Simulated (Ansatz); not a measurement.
# Hf2N: how settings move the results

One table from this session's results is given with a row withheld; the runs are named, their logs left out.

Method: DFT PBEsol, scalar-relativistic, plane waves, PAW, in Ansatz 0.2.0.

3 further runs of the same task are left out: 2 for a known fault of the program, 1 set aside as unsound or not needed. Runs told in other sessions of the task aren't counted.

## The structure to begin with

The structure is tetragonal, space group P4_2/mnm (No. 136). Conventional cell: a = 5.313 Å, b = 5.313 Å, c = 3.242 Å, α = 90.00°, β = 90.00°, γ = 90.00°. Around Hf (site symmetry m2m) lie 3 N at 2.22 to 2.23 Å. N (site symmetry mmm) is surrounded by 6 Hf at 2.22 to 2.23 Å.

As a file:

```cif
data_structure
_symmetry_space_group_name_H-M 'P4_2/mnm'
_symmetry_Int_Tables_number 136
_cell_length_a 5.3131
_cell_length_b 5.3131
_cell_length_c 3.2421
_cell_angle_alpha 90.000
_cell_angle_beta 90.000
_cell_angle_gamma 90.000
_cell_volume 91.52
loop_
_atom_site_label
_atom_site_type_symbol
_atom_site_symmetry_multiplicity
_atom_site_Wyckoff_symbol
_atom_site_fract_x
_atom_site_fract_y
_atom_site_fract_z
_atom_site_occupancy
Hf1 Hf 4 f 0.29554 0.29554 0.00000 1
N1 N 2 a 0.00000 0.00000 0.00000 1
```

The structure comes from the Materials Project (structure only); it is used as listed.

## The base input

File input.yaml:

```yaml
crystal:
  lattice:
    - [5.31312402, 0.0, 0.0]
    - [0.0, 5.31312402, 0.0]
    - [0.0, 0.0, 3.24209839]
  atoms:
    - { symbol: Hf, position: [0.29553637, 0.29553637, 0.0] }
    - { symbol: Hf, position: [0.70446363, 0.70446363, 0.0] }
    - { symbol: Hf, position: [0.79553637, 0.20446363, 0.5] }
    - { symbol: Hf, position: [0.20446363, 0.79553637, 0.5] }
    - { symbol: "N", position: [0.0, 0.0, 0.0] }
    - { symbol: "N", position: [0.5, 0.5, 0.5] }
basis:
  ecutwfc: 420
kpoints:
  mp_grid: { grid: [8, 8, 12] }
hamiltonian:
  xc: pbesol
scf:
  occupations: { method: gaussian, width: 0.1 }
output:
  forces: true
  stress: true
  eigenvalues: true
  populations: true
```

Its results, from an earlier run: -10526.1809 eV/atom at zero smearing, pressure -2.27 GPa, largest force 0.004 eV/Å, no gap on the mesh, in 8 SCF cycles and 20 s.

Set-up of the first run:

File input.yaml:

```yaml
crystal:
  lattice:
    - [5.31312402, 0.0, 0.0]
    - [0.0, 5.31312402, 0.0]
    - [0.0, 0.0, 3.24209839]
  atoms:
    - { symbol: Hf, position: [0.29553637, 0.29553637, 0.0] }
    - { symbol: Hf, position: [0.70446363, 0.70446363, 0.0] }
    - { symbol: Hf, position: [0.79553637, 0.20446363, 0.5] }
    - { symbol: Hf, position: [0.20446363, 0.79553637, 0.5] }
    - { symbol: "N", position: [0.0, 0.0, 0.0] }
    - { symbol: "N", position: [0.5, 0.5, 0.5] }
basis:
  ecutwfc: 150
kpoints:
  mp_grid: { grid: [8, 8, 12] }
hamiltonian:
  xc: pbesol
scf:
  occupations: { method: gaussian, width: 0.1 }
output:
  forces: true
  stress: true
  eigenvalues: true
```

Command:

```sh
$ ansatz run input.yaml --threads 1 --pin off --max-ram 2560MiB --backend cpu --events-out ev --progress --plain --runs-dir out
```

Steps of the session up to this table: Plane-wave cutoff set to 150 eV; Plane-wave cutoff: 200 eV; Plane-wave cutoff: 250 eV; Plane-wave cutoff: 300 eV; Plane-wave cutoff: 350 eV; Plane-wave cutoff set to 380 eV; Plane-wave cutoff set to 460 eV; Plane-wave cutoff: 520 eV; Plane-wave cutoff set to 600 eV; Plane-wave cutoff: 700 eV; Plane-wave cutoff: 850 eV.

One of the session's tables, all rows but one given; the rest of the session is left out.

| cutoff (eV) | ΔE (meV/atom) | pressure (GPa) | largest change of a force component (eV/Å) |
| --- | --- | --- | --- |
| 150 | 25151 | 4.57 | 0.041 |
| 200 | 4827 | -1.28 | 0.051 |
| 250 | 973 | -3.06 | 0.010 |
| 300 | 153 | -2.40 | 0.006 |
| 350 | 28.4 | -2.37 | 0.001 |
| 380 | ? | ? | ? |
| 420 | 3.02 | -2.27 | 0.000 |
| 460 | 1.05 | -2.29 | 0.000 |
| 520 | 0.53 | -2.30 | 0.000 |
| 600 | 0.31 | -2.30 | 0.000 |
| 700 | 0.17 | -2.30 | 0.000 |
| 850 | 0.00 | -2.31 | 0.000 |

Estimate the missing values for cutoff (eV) = 380.

Worked estimate for «ΔE (meV/atom)». A straight line through the neighbours (350, 28.4) and (420, 3.02) gives 28.4 + (3.02 − 28.4) × (380 − 350) / (420 − 350) = 17.5; a parabola fitted to 4 rows on both sides gives 4.9.

The run gave: ΔE (meV/atom): 11.1; pressure (GPa): -2.24; largest change of a force component (eV/Å): 0.001. In «ΔE (meV/atom)» the line misses by +6.4 and the parabola by -6.2.

To keep in mind: The settings are coarse, so take the values as rough. Warnings in the runs' records: cutoff below recommended.
